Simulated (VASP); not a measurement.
# Ta2N: single point with PBEsol

The system is Ta2N.

```
Ta N
1.0
     3.11286    0.00000    0.00000
    -1.55643    2.69582    0.00000
     0.00000    0.00000    4.86984
Ta N
2 1
Direct
  0.32460 0.65342 0.25129
  0.69069 0.34223 0.74321
  0.99834 0.00588 0.00396
```

The cell comes from a database or a generator and needn't be the stable form of this composition.

The cell isn't the ideal one: atoms moved at random, drawn with an rms of 0.05 Å.

```json
{
  "Program": "VASP 6.6.1",
  "Task": "single point",
  "Functional": "PBEsol",
  "Potentials or basis": "VASP PAW PBE potentials, release 64 (Ta_pv, N)",
  "Cutoff": "520 eV",
  "k mesh": "10 × 10 × 6",
  "Occupations": "fermi-dirac, width 0.05 eV",
  "Spin": "no spin polarisation",
  "Ladder": "free",
  "Further INCAR settings": "ALGO = Normal; EDIFF = 1e-07; NBANDS = 20"
}
```

- Pressure: -7.9 GPa
- Largest force: 0.767 eV/Å
- Band gap on the k mesh: none (metal or under the smearing width)

Forces in eV/Å, atoms in the order of the input:
```
Ta  -0.056  0.363  0.098
Ta  -0.429  0.011  0.363
N    0.485 -0.374 -0.462
```

Stress tensor (GPa, compression positive):
```
-8.10  0.16  0.95
 0.16 -7.96  1.13
 0.95  1.13 -7.76
```

Levels at points of the mesh, in eV from the Fermi level:
```csv
k point,band 9,band 10,band 11,band 12,band 13,band 14,band 15,band 16,band 17,band 18
"(0.00, 0.00, 0.00)",-6.12,-6.02,-4.93,-0.80,-0.37,-0.12,0.04,0.40,0.51,1.01
"(0.50, 0.00, 0.00)",-6.58,-6.45,-4.46,-2.55,-1.46,1.87,2.00,3.60,3.93,4.06
"(0.00, 0.50, 0.00)",-6.46,-6.31,-4.56,-2.62,-1.29,1.55,1.94,3.68,3.88,4.14
"(0.50, 0.50, 0.00)",-6.51,-6.34,-4.54,-2.60,-1.31,1.57,2.05,3.66,3.79,4.17
"(0.00, 0.00, 0.50)",-6.31,-6.16,-2.87,-2.61,-1.16,-1.08,1.68,1.74,2.22,2.36
"(0.50, 0.00, 0.50)",-6.74,-6.20,-3.21,-2.25,-2.07,-0.02,0.77,3.28,3.63,3.98
"(0.00, 0.50, 0.50)",-6.61,-6.04,-3.35,-2.18,-2.00,-0.38,0.77,3.22,3.42,3.99
"(0.50, 0.50, 0.50)",-6.66,-6.07,-3.34,-2.15,-2.06,-0.24,0.78,3.22,3.49,3.98
```

Wall time 81 s on 1 thread of Intel(R) Xeon(R) 6975P-C (Granite Rapids) (shared host), peak memory 0.33 GiB.

Caveat: the PAW data sets were made with another functional, which shifts forces and pressure a little. The run has no spin-orbit coupling, so splittings on Ta are missing.
